**Question**

The alloy AlCo3 is ferromagnetic in this calculation, so its electrons with spin up and with spin down have separate bands. The cell is of the Cu3Au type. A warning on this run says that its state may not be the lowest in energy, so all that follows holds for this one magnetic state. The table lists the density of states, the number of electron states per eV in one cell, against the energy from the Fermi level, up to which the states are filled. The three Co 3d and Co 4s columns show how much of the total belongs to those atomic orbitals.

Density of states of AlCo3 (Cu3Au type, a = 3.576 Å) from Ansatz 0.2.0, plane-wave PAW, scalar-relativistic r2SCAN with collinear spin, cutoff 500 eV, Gaussian smearing 0.1 eV, k mesh 12×12×12 (18×18×18 for the states). Energies count from the Fermi level. Values are tetrahedron averages over 0.2 eV bins, with Löwdin projections summed over the three Co atoms.

| energy (eV) | density of states total (states/eV/cell) | DOS Co 3d up (states/eV/cell) | DOS Co 3d down (states/eV/cell) | DOS Co 4s up (states/eV/cell) |
| --- | --- | --- | --- | --- |
| -7.95 | 0.610 | 0.03 | 0.02 | 0.1100 |
| -7.55 | 0.600 | 0.04 | 0.03 | 0.0900 |
| -7.15 | 0.770 | 0.09 | 0.05 | 0.1000 |
| -6.75 | 1.110 | 0.26 | 0.08 | 0.1000 |
| -6.35 | 0.750 | 0.12 | 0.07 | 0.1200 |
| -5.95 | 1.510 | 0.6 | 0.07 | 0.2000 |
| -5.55 | 1.620 | 0.62 | 0.16 | 0.1400 |
| -5.15 | 2.830 | 1.59 | 0.26 | 0.2200 |
| -4.75 | 3.870 | 2.46 | 0.4 | 0.2200 |
| -4.35 | 3.690 | 2.72 | 0.39 | 0.0600 |
| -3.95 | 6.540 | 5.27 | 0.51 | 0.0800 |
| -3.55 | 4.760 | 2.8 | 1.26 | 0.0400 |
| -3.15 | 6.950 | 3.47 | 2.37 | 0.0600 |
| -2.75 | 8.710 | 5.03 | 2.67 | 0.1000 |
| -2.35 | 5.850 | 2.83 | 2.37 | 0.1500 |
| -1.95 | 6.020 | 4.8 | 0.89 | 0.0800 |
| -1.55 | 6.580 | 1.83 | 4.22 | 0.0800 |
| -1.15 | 2.940 | 1.6 | 1.01 | 0.0800 |
| -0.75 | 6.480 | 0.2 | 5.87 | 0.0400 |
| -0.35 | 1.200 | 0.17 | 0.79 | 0.0200 |
| 0.05 | 2.290 | 0.39 | 1.4 | 0.0700 |
| 0.45 | 3.660 | 0.31 | 2.51 | 0.0900 |
| 0.85 | 4.420 | 0.2 | 3.55 | 0.0700 |
| 1.25 | 3.200 | 0.15 | 2.55 | 0.0700 |
| 1.65 | 1.120 | 0.11 | 0.53 | 0.0600 |
| 2.05 | 2.140 | 0.09 | 1.22 | 0.0500 |
| 2.45 | 1.280 | 0.06 | 0.51 | 0.0400 |
| 2.85 | 0.940 | 0.05 | 0.29 | 0.0300 |
| 3.25 | 0.740 | 0.04 | 0.18 | 0.0200 |
| 3.65 | 0.760 | 0.07 | 0.11 | 0.0900 |
| 4.05 | 0.940 | 0.1 | 0.09 | 0.2500 |
| 4.45 | ? | ? | ? | ? |
| 4.85 | ? | ? | ? | ? |
| 5.25 | ? | ? | ? | ? |
| 5.65 | ? | ? | ? | ? |

(a) Why is the total so much smaller at 3 to 4 eV than around the Fermi level?

(b) Estimate the total in the four bins from 4.45 to 5.65 eV, with an error bar, and give a range for the share of Co 3d in it.

**Model answer to (a)**

A density of states is high where many states crowd into a narrow range of energy. Co 3d orbitals are compact and overlap only modestly with those of neighbouring atoms, so their bands stay narrow. Each Co atom brings ten such states, counting both spins, and the three atoms in the cell squeeze nearly all of their thirty into the range from about -5 to 2 eV. At -0.75 eV, Co 3d makes up 94 % of the total.

Magnetism helps to decide where this crowded region ends. Exchange lowers the spin-up d states, which are nearly all filled, and raises the spin-down ones, which the Fermi level cuts. The last strong d peak, at 0.85 eV, is therefore almost purely spin down, with a weaker hump at 2.05 eV. The functional, r2SCAN, tends to exaggerate this splitting in metals of this kind, so the true upper edge may lie somewhat lower.

Above that edge remain mainly states of s and p character. These orbitals reach far out and overlap strongly, which spreads their bands over many eV and leaves few states in each. By 4.05 eV the Co 3d share has fallen to 20 %.

**Model answer to (b)**

Broad s and p bands resemble a simpler system, a uniform electron gas in an empty box of the same volume as the cell. The box has neither d orbitals nor a lattice. It can therefore suggest the general level of the density above the d bands, but no peaks or dips.

The cell holds 30 valence electrons, three from Al and nine from each Co. Adding up the Co 3d columns to the Fermi level, with each row standing for 0.4 eV, gives about 24.3 d electrons. The remaining $N = 5.7$ go into the gas. The count is coarse, since only every second bin is listed, but the result hardly depends on it: a floor of the gas 1 eV lower would raise the density at 4.05 eV by only 4 %.

With the cell volume $V = (3.576\ \text{Å})^3 = 45.7\ \text{Å}^3$ and $\hbar^2/2m = 3.81\ \text{eV Å}^2$, where $m$ is the electron mass, the gas fills up to a height

$$E_\mathrm{F} = \frac{\hbar^2}{2m}\left(\frac{3\pi^2 N}{V}\right)^{2/3} \approx 9.1\ \text{eV}$$

above its floor. Its density of states at an energy $E$ from the Fermi level is

$$g(E) = \frac{3N}{2E_\mathrm{F}}\sqrt{\frac{E_\mathrm{F}+E}{E_\mathrm{F}}}.$$

For the bin at 4.45 eV, the prefactor is $3 \times 5.7/(2 \times 9.1) \approx 0.94$ and the root is $\sqrt{13.6/9.1} \approx 1.22$. The product is about 1.15 states/eV/cell. The only input from the table is the number of d electrons below the Fermi level; no constant was adjusted to the density above it.

The last three known bins show how far to trust this. There the gas lies too high by 0.2 to 0.4 states/eV/cell, up to about half of the computed total. Theory offers two reasons: mixing with the d states pushes the s and p states above them upwards, and the lattice opens gaps for some directions of travel. Either can thin out the states at one energy and crowd them at another, so the error bar should be wider than these misses.

The forecast for the total is close to 1.15 at 4.45 eV, rising slowly to 1.20 at 5.65 eV, each ±0.5 states/eV/cell. The Co 3d share at these energies is mostly d character mixed into the s and p bands, not an extra set of states, so it isn't added to the gas. Its fall has become slower from bin to bin since 2.05 eV, so it should stay between 10 and 40 % in all four bins.

**The computed values**

The withheld rows as computed:

| energy (eV) | density of states total (states/eV/cell) | DOS Co 3d up (states/eV/cell) | DOS Co 3d down (states/eV/cell) | DOS Co 4s up (states/eV/cell) |
| --- | --- | --- | --- | --- |
| 4.45 | 1.140 | 0.09 | 0.11 | 0.2400 |
| 4.85 | 1.450 | 0.07 | 0.18 | 0.1900 |
| 5.25 | 1.320 | 0.06 | 0.14 | 0.1500 |
| 5.65 | 1.170 | 0.04 | 0.1 | 0.1300 |

All four totals lie within the error bar, and the Co 3d share, which falls from 18 to 12 %, stays within its range. The typical miss of the gas is 0.16 states/eV/cell. Simply keeping the last known total, 0.94, would have missed by 0.35. The printed output after this text lists the comparison bin by bin.

The predicted shape was wrong. Instead of a slow rise, the total climbs to a hump of 1.45 at 4.85 eV and then falls back. At the top of the hump the forecast is 0.29 too low, a fifth of the computed value. The near-exact hit at 4.45 eV deserves no special credit. In finer steps of 0.1 eV, the computed curve is nearly flat around this energy, between 1.1 and 1.2 states/eV/cell, and rises steeply only near 4.8 eV. The gas has no such steps, so it is partly luck that this one lies at its level.

**Remarks on the reasoning**

The argument separates two questions. The box gives a general level of the density from the volume and, more weakly, from the number of electrons outside the d shell. Where exactly the states sit depends on the lattice and on mixing with the d bands, which the box lacks. The computed total runs below the gas from 2.85 to 4.05 eV and above it at 4.85 and 5.25 eV, but this surplus makes up less than half of the deficit before it. Whether the lattice merely moves states in energy therefore stays open.

The known rows held a hint of the hump. Co 4s up grows from 0.02 at 3.25 eV to 0.25 at 4.05 eV, which suggests that a new spin-up band, partly of Co 4s character, opens near 4 eV. From 4.45 to 4.85 eV, however, Co 4s up and Co 3d together stay at about 0.44, while the total gains 0.31. Other states must bring that gain. The likely source is the spin-down partner of the new band, opening at a higher energy: Co 3d up has a small maximum at 4.05 eV, and Co 3d down has one at 4.85 eV. The spin-down Co 4s states, which would test this more directly, aren't listed in the table. Co 4p states may contribute as well, but the calculation has no projection on them, so their part can't be checked.

The same steps can be tried for a related alloy of a d metal with a simple metal: find the upper edge of the d bands, count the electrons outside the d shell, and use the box well above that edge. This single case doesn't show how well they carry over. The result is a level for the density of calculated one-electron states, good here to about 0.3 states/eV/cell from 4.45 to 5.65 eV and worse just above the d bands. It should not be read as a measured absorption spectrum, since a spectrum also depends on how strongly light couples the states involved.

Output of the analysis:

```
Electrons counted in the listed window up to the Fermi level (coarse, per cell): 29.7
Co 3d electrons counted up to the Fermi level (coarse, per cell): 24.28
Electrons left for the free-electron gas (per cell): 5.723
Floor of the free-electron gas (eV from the Fermi level): -9.124
Change of the gas density at 4.05 eV if the floor lies 1 eV lower (%): 3.726
Co 3d share of the total at -0.75 eV (%): 93.67
Co 3d share at 3.25, 3.65 and 4.05 eV (%): 29.73, 23.68, 20.21
Gas density at 3.25, 3.65 and 4.05 eV (states/eV/cell): 1.096, 1.113, 1.131
Gas less computed total at 3.25, 3.65 and 4.05 eV (states/eV/cell): 0.3558, 0.3534, 0.1907
Rms miss of the gas in these three bins (states/eV/cell): 0.3097
Forecast of the total in the withheld bins (states/eV/cell): 1.148, 1.164, 1.181, 1.197
Error bar of each forecast, plus or minus (states/eV/cell): 0.5
Computed total in the withheld bins (states/eV/cell): 1.14, 1.45, 1.32, 1.17
Forecast less computed total in the withheld bins (states/eV/cell): 0.007708, -0.2855, -0.139, 0.02737
Rms miss of the gas in the withheld bins (states/eV/cell): 0.1594
Rms miss of the rival that keeps the last known value (states/eV/cell): 0.3526
Computed Co 3d share in the withheld bins (%): 17.54, 17.24, 15.15, 11.97
Computed Co 4s up in the withheld bins (states/eV/cell): 0.24, 0.19, 0.15, 0.13
```
